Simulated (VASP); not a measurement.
# CuO: response to an epitaxial strain

CuO, Cccm (no. 66), 8 atoms in the cell. RPBE, relaxations at fixed in-plane lattice; PAW potentials Cu, O (PBE set).

## Input

INCAR.step1:
```
SYSTEM = CuO
ALGO = Normal ; EDIFF = 1E-7
EDIFFG = -0.01 ; ENCUT = 550
GGA = RP ; IBRION = 2
ISIF = 3 ; ISMEAR = 1
KPAR = 8 ; LASPH = .True.
LCHARG = .False. ; LREAL = .False.
LWAVE = .False. ; NELM = 100
NSW = 40 ; POTIM = 0.5
PREC = Accurate ; SIGMA = 0.1
```

INCAR.step2, as INCAR.step1 but for:
```
+ LATTICE_CONSTRAINTS = .FALSE. .FALSE. .TRUE.
```

KPOINTS:
```
k-points
0
Gamma
  7 7 6
```

POSCAR.step1:
```
CuO
1.0
    3.9819360000      0.0000000000      0.0000000000
    0.0000000000      4.3071000000      0.0000000000
    0.0000000000      0.0000000000      5.1559280000
Cu O
4 4
Direct
    0.2500000000      0.7500000000      0.5000000000
    0.2500000000      0.2500000000      0.0000000000
    0.7500000000      0.2500000000      0.5000000000
    0.7500000000      0.7500000000      0.0000000000
    0.5000000000      0.0000000000      0.7500000000
    0.5000000000      0.0000000000      0.2500000000
    0.0000000000      0.5000000000      0.7500000000
    0.0000000000      0.5000000000      0.2500000000
```

POSCAR.step2:
```
CuO
1.0
    4.2281923874      0.0000000000      0.0000000000
    0.0000000000      4.2287794592      0.0000000000
    0.0000000000      0.0000000000      5.2110995584
Cu O
4 4
Direct
    0.2500000000      0.7500000000      0.5000000000
    0.2500000000      0.2500000000      0.0000000000
    0.7500000000      0.2500000000      0.5000000000
    0.7500000000      0.7500000000      0.0000000000
    0.5000000000      0.0000000000      0.7500000000
    0.5000000000      0.0000000000      0.2500000000
    0.0000000000      0.5000000000      0.7500000000
    0.0000000000      0.5000000000      0.2500000000
```

POSCAR.step3:
```
CuO
1.0
    4.1436285396      0.0000000000      0.0000000000
    0.0000000000      4.1442038700      0.0000000000
    0.0000000000      0.0000000000      5.2110995584
Cu O
4 4
Direct
    0.2500000000      0.7500000000      0.5000000000
    0.2500000000      0.2500000000      0.0000000000
    0.7500000000      0.2500000000      0.5000000000
    0.7500000000      0.7500000000      0.0000000000
    0.5000000000      0.0000000000      0.7500000000
    0.5000000000      0.0000000000      0.2500000000
    0.0000000000      0.5000000000      0.7500000000
    0.0000000000      0.5000000000      0.2500000000
```

POSCAR.step4:
```
CuO
1.0
    4.1859104635      0.0000000000      0.0000000000
    0.0000000000      4.1864916646      0.0000000000
    0.0000000000      0.0000000000      5.2110995584
Cu O
4 4
Direct
    0.2500000000      0.7500000000      0.5000000000
    0.2500000000      0.2500000000      0.0000000000
    0.7500000000      0.2500000000      0.5000000000
    0.7500000000      0.7500000000      0.0000000000
    0.5000000000      0.0000000000      0.7500000000
    0.5000000000      0.0000000000      0.2500000000
    0.0000000000      0.5000000000      0.7500000000
    0.0000000000      0.5000000000      0.2500000000
```

POSCAR.step5:
```
CuO
1.0
    4.2704743113      0.0000000000      0.0000000000
    0.0000000000      4.2710672538      0.0000000000
    0.0000000000      0.0000000000      5.2110995584
Cu O
4 4
Direct
    0.2500000000      0.7500000000      0.5000000000
    0.2500000000      0.2500000000      0.0000000000
    0.7500000000      0.2500000000      0.5000000000
    0.7500000000      0.7500000000      0.0000000000
    0.5000000000      0.0000000000      0.7500000000
    0.5000000000      0.0000000000      0.2500000000
    0.0000000000      0.5000000000      0.7500000000
    0.0000000000      0.5000000000      0.2500000000
```

POSCAR.step6:
```
CuO
1.0
    4.3127562351      0.0000000000      0.0000000000
    0.0000000000      4.3133550484      0.0000000000
    0.0000000000      0.0000000000      5.2110995584
Cu O
4 4
Direct
    0.2500000000      0.7500000000      0.5000000000
    0.2500000000      0.2500000000      0.0000000000
    0.7500000000      0.2500000000      0.5000000000
    0.7500000000      0.7500000000      0.0000000000
    0.5000000000      0.0000000000      0.7500000000
    0.5000000000      0.0000000000      0.2500000000
    0.0000000000      0.5000000000      0.7500000000
    0.0000000000      0.5000000000      0.2500000000
```

Commands (each step's output is kept before the next begins):
```
cat potpaw_PBE.64/Cu/POTCAR potpaw_PBE.64/O/POTCAR > POTCAR
cp INCAR.step1 INCAR
cp POSCAR.step1 POSCAR
mpirun -np 8 vasp_std > vasp.out
# POSCAR: the relaxed cell with a and b scaled by 1
cp INCAR.step2 INCAR
cp POSCAR.step2 POSCAR
mpirun -np 8 vasp_std > vasp.out
# POSCAR: the relaxed cell with a and b scaled by 0.98
cp POSCAR.step3 POSCAR
mpirun -np 8 vasp_std > vasp.out
# POSCAR: the relaxed cell with a and b scaled by 0.99
cp POSCAR.step4 POSCAR
mpirun -np 8 vasp_std > vasp.out
# POSCAR: the relaxed cell with a and b scaled by 1.01
cp POSCAR.step5 POSCAR
mpirun -np 8 vasp_std > vasp.out
# POSCAR: the relaxed cell with a and b scaled by 1.02
cp POSCAR.step6 POSCAR
mpirun -np 8 vasp_std > vasp.out
```

## Result

- d ln c / d ln a, c relaxed at each in-plane lattice: -0.67
- Biaxial modulus (GPa): 179

Cells held at set in-plane strains, c relaxed:

| In-plane strain (%) | c (Å) | In-plane stress (GPa, compression positive) | Energy (meV/atom) |
|---|---|---|---|
| -2.0 | 5.2841 | 3.74 | 5.9 |
| -1.0 | 5.2469 | 1.84 | 1.6 |
| 0.0 | 5.2111 | 0.01 | 0.0 |
| 1.0 | 5.1762 | -1.70 | 1.0 |
| 2.0 | 5.1435 | -3.43 | 4.6 |

Limits: a metal's c can move with the k mesh, which wasn't varied here.

VASP 6.6.1 took 1090 s on 8 cores (Intel Xeon Platinum 8259CL @ 2.50GHz (Skylake/Cascade Lake)), a shared host.
